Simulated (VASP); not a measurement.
Set up this calculation in VASP 6.6.1, as the native input.

- Task: density of states
- Functional: PBE
- Potentials or basis: VASP PAW PBE potentials, release 64 (Al, N)
- Cutoff: 520 eV
- k mesh: 12 × 12 × 6
- Occupations: gaussian, width 0.03 eV
- Spin: no spin polarisation
- k mesh for the DOS: 18 × 18 × 9
- Occupations for the DOS: tetrahedron
- Further INCAR settings: ALGO = Normal; EDIFF = 1e-06; NBANDS = 16

Crystal: AlN.

```
Al N
1.0
     3.11310    0.00000    0.00000
    -1.55655    2.69603    0.00000
     0.00000    0.00000    4.98181
Al N
2 2
Direct
  0.33333 0.66667 0.99899
  0.66667 0.33333 0.49899
  0.33333 0.66667 0.38101
  0.66667 0.33333 0.88101
```

These files were run (other wordings do the same):

POSCAR

```
AlN                                     
1.0
    3.1131018738     -0.0000000000      0.0000000000
   -1.5565509369      2.6960253073      0.0000000000
    0.0000000000      0.0000000000      4.9818131052
  Al              N             
     2     2
Direct
     0.3333333332999970    0.6666666667000030    0.9989855796533158
     0.6666666667000030    0.3333333332999970    0.4989855796533157
     0.3333333332999970    0.6666666667000030    0.3810144203466868
     0.6666666667000030    0.3333333332999970    0.8810144203466868
```

INCAR.step1

```
SYSTEM = AlN
ALGO = Normal ; EDIFF = 1E-6
ENCUT = 520 ; GGA = PE
ISIF = 2 ; ISMEAR = 0
KPAR = 2 ; LASPH = .True.
LCHARG = .True. ; LREAL = .False.
LWAVE = .False. ; NBANDS = 16
NELM = 80 ; PREC = Accurate
SIGMA = 0.03
```

KPOINTS.step1

```
k-points
0
Gamma
  12 12 6
  0 0 0
```

INCAR.step2

```
SYSTEM = AlN
ALGO = Normal ; EDIFF = 1E-6
ENCUT = 520 ; GGA = PE
ICHARG = 11 ; ISIF = 2
ISMEAR = -5 ; KPAR = 2
LASPH = .True. ; LCHARG = .False.
LORBIT = 11 ; LREAL = .False.
LWAVE = .False. ; NBANDS = 16
NEDOS = 1001 ; NELM = 80
PREC = Accurate ; SIGMA = 0.03
```

KPOINTS.step2

```
k-points
0
Gamma
  18 18 9
  0 0 0
```

Potentials or basis: VASP PAW PBE potentials, release 64 (Al, N).

Command:

```sh
$ cat potpaw_PBE.64/Al/POTCAR potpaw_PBE.64/N/POTCAR > POTCAR
$ cp INCAR.step1 INCAR
$ cp KPOINTS.step1 KPOINTS
$ mpirun -np 2 vasp_std > vasp.out
$ cp INCAR.step2 INCAR
$ cp KPOINTS.step2 KPOINTS
$ mpirun -np 2 vasp_std > vasp.out
```

Results of the run:

```
Valence electrons inside the program's atomic spheres : Al 0.81; N 3.86
```

Wall time 44 s on 2 MPI ranks on AMD EPYC 7R13 Processor (Zen 3) (shared host), peak memory 0.19 GiB a rank.
